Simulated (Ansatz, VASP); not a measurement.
**Nb in VASP and in Ansatz**

INCAR

```
PREC     = Accurate       # precision mode
ENCUT    = 520            # plane-wave cutoff, eV
EDIFF    = 1E-6           # SCF threshold, eV
ISMEAR   = 0              # smearing method
SIGMA    = 0.1            # smearing width, eV
LREAL    = False          # projectors in reciprocal space
LASPH    = True           # aspherical terms in the spheres
NELM     = 100            # most SCF steps
ALGO     = Normal         # electronic algorithm
ISIF     = 2              # what is computed and relaxed
LWAVE    = False          # write WAVECAR
LCHARG   = False          # write CHGCAR
GGA      = PE             # functional
NBANDS   = 12             # bands
```

KPOINTS

```
Automatic mesh
0
Gamma
  18 18 18
```

Contents of POSCAR:

```
Nb
1.0
    0.0000000000      2.1773150849      2.1773150849
    2.1773150849      0.0000000000      2.1773150849
    2.1773150849      2.1773150849      0.0000000000
Nb
1
Direct
    0.0000000000      0.0000000000      0.0000000000
```

Input for Ansatz:

```yaml
crystal:
  lattice:
    - [0.0, 2.1773150849, 2.1773150849]
    - [2.1773150849, 0.0, 2.1773150849]
    - [2.1773150849, 2.1773150849, 0.0]
  atoms:
    - { symbol: Nb, position: [0.0, 0.0, 0.0] }
basis:
  ecutwfc: 420
kpoints:
  mp_grid: { grid: [18, 18, 18] }
hamiltonian:
  xc: pbe
scf:
  occupations: { method: gaussian, width: 0.1 }
output:
  forces: true
  stress: true
  eigenvalues: true
```

Alike in both runs: task single point; functional PBE; k mesh 18 × 18 × 18; occupations gaussian, width 0.1 eV; no spin polarisation.

|  | VASP | Ansatz |
| --- | --- | --- |
| version | VASP 6.6.1 | Ansatz 0.2.0 |
| potentials or method | VASP PAW PBE potentials, release 64 (Nb_sv) | scalar-relativistic, plane waves, PAW |
| plane-wave cutoff (eV) | 520 | 420 |
| valence electrons in the cell | 13 | 13 |

```csv
,VASP,Ansatz,Ansatz less VASP
gap on the k mesh at the Fermi level (eV),none,none,-
pressure (GPa),-13.4,-13.1,+0.26
```

A gap of «none» marks a metal or a gap that the smearing closes. With one functional, cell and mesh, what is left measures potentials, basis and numerics.
